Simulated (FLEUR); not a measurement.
# BeTe (F-43m) in FLEUR: a series of runs

Aim: see how the results for BeTe move with the level of theory and the settings. Levels: PBEsol, LDA. Tasks: band structure.

Program: FLEUR MaX-R8.1 (later development tree). These are calculated values, not measurements. Logs are shortened: lines on timing, memory, paths and dates and some standing lists are left out, and cuts for length are marked.

## (1) The crystal as given

Symmetry: F-43m, No. 216, cubic system. The conventional cell has a = 5.540 Å, b = 5.540 Å, c = 5.540 Å, α = 90.00°, β = 90.00°, γ = 90.00°. Te (site symmetry -43m) has 4 Be at 2.40 Å as nearest neighbours. Be (site symmetry -43m) is surrounded by 4 Te at 2.40 Å.

## (2) Band structure, PBEsol, spin-orbit coupling, no magnetisation

Contents of inp.xml:

```xml
<?xml version="1.0" encoding="UTF-8" standalone="no"?>
<fleurInput fleurInputVersion="0.39">
   <comment>
      BeTe                                                                                                
   </comment>
   <calculationSetup>
      <cutoffs Kmax="4.1" Gmax="12.7" GmaxXC="12.7" numbands="all"/>
      <scfLoop itmax="60" minDistance="0.00001" maxIterBroyd="15" imix="Anderson" alpha="0.05" precondParam="0.0" spinf="2.0" sdNocoIR="T"/>
      <coreElectrons ctail="T" frcor="F" kcrel="0" coretail_lmax="0"/>
      <xcFunctional name="PBEs" relativisticCorrections="F"/>
      <magnetism jspins="1"/>
      <soc l_soc="T" theta="0.0" phi="0.0" spav="F"/>
      <expertModes spex="0" secvar="F"/>
      <geometryOptimization l_f="F" forcealpha="1.0" forcemix="BFGS" epsdisp="0.00001" epsforce="0.00001"/>
      <ldaU l_linMix="F" mixParam="0.05" spinf="1.0"/>
   </calculationSetup>
   <cell>
      <bzIntegration valenceElectrons="26.0" mode="hist" fermiSmearingEnergy="0.00183747">
         <kPointListSelection listName="default-1"/>
         <!-- k-points included here -->
         <xi:include xmlns:xi="http://www.w3.org/2001/XInclude" href="kpts.xml"> </xi:include>
      </bzIntegration>
      <!-- symmetry operations included here -->
      <xi:include xmlns:xi="http://www.w3.org/2001/XInclude" href="sym.xml"> </xi:include>
      <bulkLattice scale="1.0">
         <bravaisMatrix>
            <row-1>    0.0000000000000000     5.2345413651419994     5.2345413651419994</row-1>
[... 28 lines left out ...]
            <valenceConfig>(1s1/2) (2s1/2)</valenceConfig>
         </electronConfig>
         <energyParameters s="2" p="2" d="3" f="4"/>
         <lo type="SCLO" l="0" n="1" eDeriv="0"/>
         <lo type="SCLO" l="1" n="2" eDeriv="2"/>
         <lo type="SCLO" l="2" n="3" eDeriv="2"/>
      </species>
   </atomSpecies>
   <atomGroups>
      <atomGroup species="Tellurium (Te)">
         <relPos label="                   1">-1.000/4.000 -1.000/4.000 -1.000/4.000</relPos>
         <force calculate="T" relaxXYZ="TTT"/>
      </atomGroup>
      <atomGroup species="Beryllium (Be)">
         <relPos label="                   2">.0000000000 .0000000000 .0000000000</relPos>
         <force calculate="T" relaxXYZ="TTT"/>
      </atomGroup>
   </atomGroups>
   <output dos="F" band="F" slice="F">
      <checks vchk="F" cdinf="F"/>
      <bandDOS minEnergy="-.5*Htr" maxEnergy="0.5*Htr" sigma="0.015" storeEVData="T"/>
      <vacuumDOS vacdos="F" integ="F" star="F" nstars="0" locx1="0.0" locy1="0.0" locx2="0.0" locy2="0.0" nstm="0" tworkf="0.0"/>
      <unfoldingBand unfoldBand="F" supercellX="1" supercellY="1" supercellZ="1"/>
      <plotting iplot="0" polar="F">
         <plot TwoD="T" vec1="  1.0  0.0  0.0" vec2="  0.0  1.0  0.0" vec3="  0.0  0.0  1.0" zero="  0.0  0.0  0.0" file="plot"/>
      </plotting>
      <chargeDensitySlicing numkpt="0" minEigenval="0.0" maxEigenval="0.0" nnne="0" pallst="F"/>
      <specialOutput eonly="F"/>
      <moessbauerParams electricFieldGradient="T" isomerShift="T" coreHyperfine="T" valenceHyperfine="T"/>
      <magneticCircularDichroism mcd="F" energyLo="-10.0" energyUp="0.0"/>
   </output>
  <!-- We include the file relax.xml here to enable relaxations (see documentation) -->
  <xi:include xmlns:xi="http://www.w3.org/2001/XInclude" href="relax.xml"> <xi:fallback/> </xi:include>
</fleurInput>
```

Contents of crystal.txt:

```
BeTe
&input cartesian=F /
0.0000000000  2.7700000000  2.7700000000
2.7700000000  0.0000000000  2.7700000000
2.7700000000  2.7700000000  0.0000000000
1.8897261246
1.0 1.0 1.0

2
52 0.7500000000  0.7500000000  0.7500000000
4 0.0000000000  0.0000000000  0.0000000000

&soc 0.0 0.0 /
&kpt div1=6 div2=6 div3=6 gamma=T /
```

Contents of inp.xml (bands):

```
<?xml version="1.0" encoding="UTF-8" standalone="no"?>
<fleurInput fleurInputVersion="0.39">
   <comment>
      BeTe                                                                                                
   </comment>
   <calculationSetup>
      <cutoffs Kmax="4.1" Gmax="12.7" GmaxXC="12.7" numbands="all"/>
      <scfLoop itmax="60" minDistance="0.00001" maxIterBroyd="15" imix="Anderson" alpha="0.05" precondParam="0.0" spinf="2.0" sdNocoIR="T"/>
      <coreElectrons ctail="T" frcor="F" kcrel="0" coretail_lmax="0"/>
      <xcFunctional name="PBEs" relativisticCorrections="F"/>
      <magnetism jspins="1"/>
      <soc l_soc="T" theta="0.0" phi="0.0" spav="F"/>
      <expertModes spex="0" secvar="F"/>
      <geometryOptimization l_f="F" forcealpha="1.0" forcemix="BFGS" epsdisp="0.00001" epsforce="0.00001"/>
      <ldaU l_linMix="F" mixParam="0.05" spinf="1.0"/>
   </calculationSetup>
   <cell>
      <bzIntegration valenceElectrons="26.0" mode="hist" fermiSmearingEnergy="0.00183747">
         <kPointListSelection listName="path-1"/>
         <!-- k-points included here -->
         <xi:include xmlns:xi="http://www.w3.org/2001/XInclude" href="kpts.xml"> </xi:include>
      </bzIntegration>
      <!-- symmetry operations included here -->
      <xi:include xmlns:xi="http://www.w3.org/2001/XInclude" href="sym.xml"> </xi:include>
      <bulkLattice scale="1.0">
         <bravaisMatrix>
            <row-1>    0.0000000000000000     5.2345413651419994     5.2345413651419994</row-1>
[... 30 lines left out ...]
         <energyParameters s="2" p="2" d="3" f="4"/>
         <lo type="SCLO" l="0" n="1" eDeriv="0"/>
         <lo type="SCLO" l="1" n="2" eDeriv="2"/>
         <lo type="SCLO" l="2" n="3" eDeriv="2"/>
      </species>
   </atomSpecies>
   <atomGroups>
      <atomGroup species="Tellurium (Te)">
         <relPos label="                   1">-1.000/4.000 -1.000/4.000 -1.000/4.000</relPos>
         <force calculate="T" relaxXYZ="TTT"/>
      </atomGroup>
      <atomGroup species="Beryllium (Be)">
         <relPos label="                   2">.0000000000 .0000000000 .0000000000</relPos>
         <force calculate="T" relaxXYZ="TTT"/>
      </atomGroup>
   </atomGroups>
   <output dos="F" band="T" slice="F">
      <checks vchk="F" cdinf="F"/>
      <bandDOS minEnergy="-.5*Htr" maxEnergy="0.5*Htr" sigma="0.015" storeEVData="T"/>
      <vacuumDOS vacdos="F" integ="F" star="F" nstars="0" locx1="0.0" locy1="0.0" locx2="0.0" locy2="0.0" nstm="0" tworkf="0.0"/>
      <unfoldingBand unfoldBand="F" supercellX="1" supercellY="1" supercellZ="1"/>
      <plotting iplot="0" polar="F">
         <plot TwoD="T" vec1="  1.0  0.0  0.0" vec2="  0.0  1.0  0.0" vec3="  0.0  0.0  1.0" zero="  0.0  0.0  0.0" file="plot"/>
      </plotting>
      <chargeDensitySlicing numkpt="0" minEigenval="0.0" maxEigenval="0.0" nnne="0" pallst="F"/>
      <specialOutput eonly="F"/>
      <moessbauerParams electricFieldGradient="T" isomerShift="T" coreHyperfine="T" valenceHyperfine="T"/>
      <magneticCircularDichroism mcd="F" energyLo="-10.0" energyUp="0.0"/>
   </output>
  <!-- We include the file relax.xml here to enable relaxations (see documentation) -->
  <xi:include xmlns:xi="http://www.w3.org/2001/XInclude" href="relax.xml"> <xi:fallback/> </xi:include>
</fleurInput>
```

Potentials or basis: all-electron, FLAPW.

Started as:

```sh
> inpgen -f crystal.txt -profile fastHighL
> # inp.xml edited to the form shown
> fleur_MPI
> fleur_MPI   # second run, on inp.xml (bands)
```

The program printed:

```text
Welcome to FLEUR        (www.flapw.de)
      MaX-Release 8.1          (www.max-centre.eu)

 ========== k-point set info ==========
 Selected k-point list: default-1
 k-point list type: mesh
 6 x 6 x 6
 Number of k points: 58

 ------------Calculation Setup---------------------------
 Number of MPI-tasks      :            1
 Number of PE/node        :            1
 Number of OMP-threads    :            1
 Most efficient MPI parallelization for:
           1           2          29          58
 Additional eigenvalue parallelization possible
 Number of basis functions:          431
 Approximate size of matrices (H+S) per k-point:         0.006 GB
 --------------------------------------------------------
Nuclear radius smaller than smallest radial mesh point for atom type 2 -- skipping its core isomer shift
Nuclear radius smaller than smallest radial mesh point for atom type 2 -- skipping its isomer shift
 Iteration:     1   Distance:       7.43833609 me/bohr^3
Nuclear radius smaller than smallest radial mesh point for atom type 2 -- skipping its core isomer shift
Nuclear radius smaller than smallest radial mesh point for atom type 2 -- skipping its isomer shift
 Iteration:     2   Distance:       6.95306103 me/bohr^3
Nuclear radius smaller than smallest radial mesh point for atom type 2 -- skipping its core isomer shift
Nuclear radius smaller than smallest radial mesh point for atom type 2 -- skipping its isomer shift
 Iteration:     3   Distance:       2.17702699 me/bohr^3
Nuclear radius smaller than smallest radial mesh point for atom type 2 -- skipping its core isomer shift
Nuclear radius smaller than smallest radial mesh point for atom type 2 -- skipping its isomer shift
 Iteration:     4   Distance:       0.52023300 me/bohr^3
Nuclear radius smaller than smallest radial mesh point for atom type 2 -- skipping its core isomer shift
Nuclear radius smaller than smallest radial mesh point for atom type 2 -- skipping its isomer shift
 Iteration:     5   Distance:       0.36765643 me/bohr^3
Nuclear radius smaller than smallest radial mesh point for atom type 2 -- skipping its core isomer shift
Nuclear radius smaller than smallest radial mesh point for atom type 2 -- skipping its isomer shift
 Iteration:     6   Distance:       0.10894376 me/bohr^3
Nuclear radius smaller than smallest radial mesh point for atom type 2 -- skipping its core isomer shift
Nuclear radius smaller than smallest radial mesh point for atom type 2 -- skipping its isomer shift
 Iteration:     7   Distance:       0.06481925 me/bohr^3
Nuclear radius smaller than smallest radial mesh point for atom type 2 -- skipping its core isomer shift
Nuclear radius smaller than smallest radial mesh point for atom type 2 -- skipping its isomer shift
 Iteration:     8   Distance:       0.01446012 me/bohr^3
Nuclear radius smaller than smallest radial mesh point for atom type 2 -- skipping its core isomer shift
Nuclear radius smaller than smallest radial mesh point for atom type 2 -- skipping its isomer shift
 Iteration:     9   Distance:       0.00290507 me/bohr^3
Nuclear radius smaller than smallest radial mesh point for atom type 2 -- skipping its core isomer shift
Nuclear radius smaller than smallest radial mesh point for atom type 2 -- skipping its isomer shift
 Iteration:    10   Distance:       0.00158869 me/bohr^3
Nuclear radius smaller than smallest radial mesh point for atom type 2 -- skipping its core isomer shift
Nuclear radius smaller than smallest radial mesh point for atom type 2 -- skipping its isomer shift
 Iteration:    11   Distance:       0.00014320 me/bohr^3
Nuclear radius smaller than smallest radial mesh point for atom type 2 -- skipping its core isomer shift
Nuclear radius smaller than smallest radial mesh point for atom type 2 -- skipping its isomer shift
 Iteration:    12   Distance:       0.00015590 me/bohr^3
Nuclear radius smaller than smallest radial mesh point for atom type 2 -- skipping its core isomer shift
Nuclear radius smaller than smallest radial mesh point for atom type 2 -- skipping its isomer shift
 Iteration:    13   Distance:       0.00001867 me/bohr^3
Nuclear radius smaller than smallest radial mesh point for atom type 2 -- skipping its core isomer shift
Nuclear radius smaller than smallest radial mesh point for atom type 2 -- skipping its isomer shift
 Iteration:    14   Distance:       0.00000104 me/bohr^3

 ********************************************************************
 Run finished successfully
 Stop message:
   all done
 ********************************************************************
```

It took 18 min on 1 thread of Intel Xeon 6975P-C (Granite Rapids), shared host; peak memory 0.44 GiB.

What came out:

| Item | Value |
| --- | --- |
| Free energy | -185273.5604 eV |
| Band gap on the k mesh | 1.44 eV, indirect (least direct gap 3.24 eV) |
| Band gap along the path | 1.44 eV, indirect (least direct gap 3.24 eV) |
| Valence electrons inside the program's atomic spheres | Te 19.64; Be 2.72 (radii Te 2.44, Be 1.76 bohr) |

Levels at the corners of the path, in eV from the valence-band top:
```
point  band 22  band 23  band 24  band 25  band 26  band 27  band 28  band 29  band 30  band 31
    Γ    -0.91     0.00     0.00     0.00     0.00     3.24     3.24     3.30     3.30     3.30
    X    -5.71    -3.32    -3.32    -2.94    -2.94     1.44     1.44     2.26     2.26     9.58
    W    -4.95    -4.55    -4.12    -3.75    -3.70     4.89     4.91     5.17     5.19     5.33
    K    -5.22    -4.62    -4.36    -2.68    -2.67     2.24     2.26     4.92     5.00     7.71
    Γ    -0.91     0.00     0.00     0.00     0.00     3.24     3.24     3.30     3.30     3.30
    L    -6.20    -1.76    -1.76    -1.27    -1.27     2.87     2.87     4.23     4.23     4.29
    U    -5.22    -4.62    -4.36    -2.68    -2.67     2.24     2.26     4.92     5.00     7.71
    W    -4.95    -4.55    -4.12    -3.75    -3.70     4.89     4.91     5.17     5.19     5.33
    L    -6.20    -1.76    -1.76    -1.27    -1.27     2.87     2.87     4.23     4.23     4.29
    K    -5.22    -4.62    -4.36    -2.68    -2.67     2.24     2.26     4.92     5.00     7.71
    U    -5.22    -4.62    -4.36    -2.68    -2.67     2.24     2.26     4.92     5.00     7.71
    X    -5.71    -3.32    -3.32    -2.94    -2.94     1.44     1.44     2.26     2.26     9.58
```

Core levels (eV from the Fermi level):
| atom | levels |
| --- | --- |
| 1 Te | 1s1/2 -31586.6, 2s1/2 -4838.5, 2p1/2 -4533.6, 2p3/2 -4259.3, 3s1/2 -958.8, 3p1/2 -833.4, 3p3/2 -782.3, 4s1/2 -159.0, 3d3/2 -560.9, 3d5/2 -550.2 |

[end of part 1 of 2]
